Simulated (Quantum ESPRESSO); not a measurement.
# Hf in Quantum ESPRESSO: the effect of functional

Hf:

```
Hf
1.0
    -1.80500    1.80500    1.80500
     1.80500   -1.80500    1.80500
     1.80500    1.80500   -1.80500
Hf
1
Direct
  0.00000 0.00000 0.00000
```

This isn't the form of Hf at room conditions, which is hcp.

Alike in all runs:

- Program: Quantum ESPRESSO 7.5
- Task: band structure
- Potentials or basis: SG15 PBE 1.2
- Cutoff: 884 eV
- Density cutoff: 3537 eV
- k mesh: 10 × 10 × 10
- Occupations: fermi-dirac, width 0.05 eV
- Spin: no spin polarisation

One run gave: pressure 0.2 GPa. Which functional did it use?
A. rev-vdW-DF2
B. AM05
C. LDA
D. RPBE
E. PBEsol

D.

```csv
functional,pressure (GPa)
LDA,-15.3
PBEsol,-8.6
RPBE,0.2
AM05,-8.3
rev-vdW-DF2,-9.1
```

Caveats: the potentials were made for another functional, which shifts forces and pressure.

Runs at the PBE level aren't shown here.
